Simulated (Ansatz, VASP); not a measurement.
# C: VASP beside Ansatz

File INCAR:

```
SYSTEM = C
PREC = Accurate
ENCUT = 600
EDIFF = 1E-6
ISMEAR = -1
SIGMA = 0.05
LREAL = .False.
LASPH = .True.
NELM = 100
ALGO = Normal
ISIF = 3
LWAVE = .False.
LCHARG = .False.
GGA = PS
IVDW = 13
IBRION = 2
NSW = 40
EDIFFG = -0.005
```

KPOINTS

```
Automatic mesh
0
Gamma
  13 13 13
  0 0 0
```

POSCAR

```
C
1.0
    0.0000000000      1.7833700000      1.7833700000
    1.7833700000      0.0000000000      1.7833700000
    1.7833700000      1.7833700000      0.0000000000
C
2
Direct
    0.7500000000      0.7500000000      0.7500000000
    0.5000000000      0.5000000000      0.5000000000
```

input.yaml

```yaml
crystal:
  lattice:
    - [0.0, 1.78337, 1.78337]
    - [1.78337, 0.0, 1.78337]
    - [1.78337, 1.78337, 0.0]
  atoms:
    - { symbol: C, position: [0.75, 0.75, 0.75] }
    - { symbol: C, position: [0.5, 0.5, 0.5] }
hamiltonian:
  xc: pbesol
  pseudopotentials: { kind: paw }
  dispersion: d4
kpoints:
  mp_grid: { grid: [13, 13, 13] }
scf:
  occupations: { method: fermi_dirac, width: 0.05 }
output:
  forces: true
  stress: true
relax:
  f_tol: 0.01
  max_steps: 40
  cell: { stress_tol: 0.05 }
```

This isn't the form of C at room conditions, which is graphite.

Alike in both runs: task relaxation of cell and atoms; functional PBEsol; dispersion D4; k mesh 13 × 13 × 13; occupations fermi-dirac, width 0.05 eV; no spin polarisation.

```csv
,VASP,Ansatz
version,VASP 6.6.1,Ansatz 0.2.0
potentials or method,"VASP PAW PBE potentials, release 64 (C)",Ansatz PAW
plane-wave cutoff (eV),600,420
valence electrons in the cell,8,8
```

|  | VASP | Ansatz | Ansatz less VASP |
| --- | --- | --- | --- |
| relaxed volume (Å³/atom) | 5.58 | 5.57 | -0.005 |
| relaxed cell length with the largest relative difference (Å) | 2.508 | 2.507 | -0.0008 |
| energy change over the relaxation (meV/atom) | -2 | -2 | -0.3 |

Caveats: the PAW data sets were made with another functional, which shifts forces and pressure a little (VASP); an odd mesh through Γ misses points on the zone boundary, where band edges often lie (VASP); odd divisions of the mesh miss points on the zone boundary, where band edges often lie, so the gap on the mesh can be too wide (Ansatz); the plane-wave basis is chosen anew once the cell has moved, so the energies of steps on either side of that aren't comparable (Ansatz); the pressure holds a Pulay correction of +1.0 GPa for the finite cutoff (Ansatz); the PAW data sets come from PBE, with cores solved anew for the run's functional, which leaves a small shift of forces and pressure (Ansatz). PBEsol gaps usually lie below the measured ones, often by a third to a half.
